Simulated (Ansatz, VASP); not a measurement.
**Two plane-wave programs on Al**

```
Al
1.0
     2.83945    0.00000    0.00000
     0.00000    2.83945    0.00000
     0.00000    0.00000   27.04676
Al
7
Direct
  0.50000 0.50000 0.27730
  0.00000 0.00000 0.35153
  0.50000 0.50000 0.42577
  0.00000 0.00000 0.50000
  0.50000 0.50000 0.57423
  0.00000 0.00000 0.64847
  0.50000 0.50000 0.72270
```

Alike in both runs: task single point; functional PBEsol; k mesh 12 × 12 × 1; occupations gaussian, width 0.1 eV; no spin polarisation.

|  | VASP | Ansatz |
| --- | --- | --- |
| version | VASP 6.6.1 | Ansatz 0.2.0 |
| potentials or method | VASP PAW PBE potentials, release 64 (Al) | scalar-relativistic, plane waves, PAW |
| plane-wave cutoff (eV) | 520 | 420 |
| valence electrons in the cell | 21 | 21 |

|  | VASP | Ansatz | Ansatz less VASP |
| --- | --- | --- | --- |
| gap on the k mesh at the Fermi level (eV) | none | none | - |
| rms of the force components (eV/Å) | 0.059 | 0.058 | -0.0008 |

Atom by atom the forces differ by 0.001 eV/Å (rms over components). A gap of «none» marks a metal or a gap that the smearing closes. Ansatz warned: «xc_potential_rough_in_thin_density».

Caveats: the PAW data sets were made with another functional, which shifts forces and pressure a little (VASP).
